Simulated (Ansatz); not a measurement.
A run of Ansatz 0.2.0:

Contents of input.yaml:

```yaml
crystal:
  lattice:
    - [0.0, 3.039, 3.039]
    - [3.039, 0.0, 3.039]
    - [3.039, 3.039, 0.0]
  atoms:
    - { symbol: Hg, position: [0.0, 0.0, 0.0] }
    - { symbol: Se, position: [0.75, 0.75, 0.75] }
hamiltonian:
  xc: wpbeh
  pseudopotentials: { kind: paw }
kpoints:
  mp_grid: { grid: [4, 4, 4] }
  band_path:
    path:
      - [[0.0, 0.0, 0.0], [0.5, 0.0, 0.5], [0.5, 0.25, 0.75], [0.375, 0.375, 0.75], [0.0, 0.0, 0.0], [0.5, 0.5, 0.5], [0.625, 0.25, 0.625], [0.5, 0.25, 0.75], [0.5, 0.5, 0.5], [0.375, 0.375, 0.75]]
      - [[0.625, 0.25, 0.625], [0.5, 0.0, 0.5]]
    npoints: 4
scf:
  occupations: { method: fermi_dirac, width: 0.05 }
  n_extra_bands: 6
output:
  forces: true
  stress: true
  eigenvalues: true
  fatbands: false
  write_density: true
  write_potential: true
  elf: true
  volumetric_format: npy
```

Potentials or basis: Ansatz PAW.

The run is started by

```console
$ ansatz run input.yaml --threads 2 --pin off --max-ram 5632MiB --backend cpu --events-out ev --progress --plain --runs-dir out
```

Hardware: 2 threads of Arm Neoverse V1, with other jobs on the host.

**Question.** How long does it take, and how much memory?

**Answer.** It took 2.1 min on 2 threads of Arm Neoverse V1, on a shared host, peak memory 0.79 GiB. Counts: scf iterations 16, plane waves 1067, k points 8, bands 24.
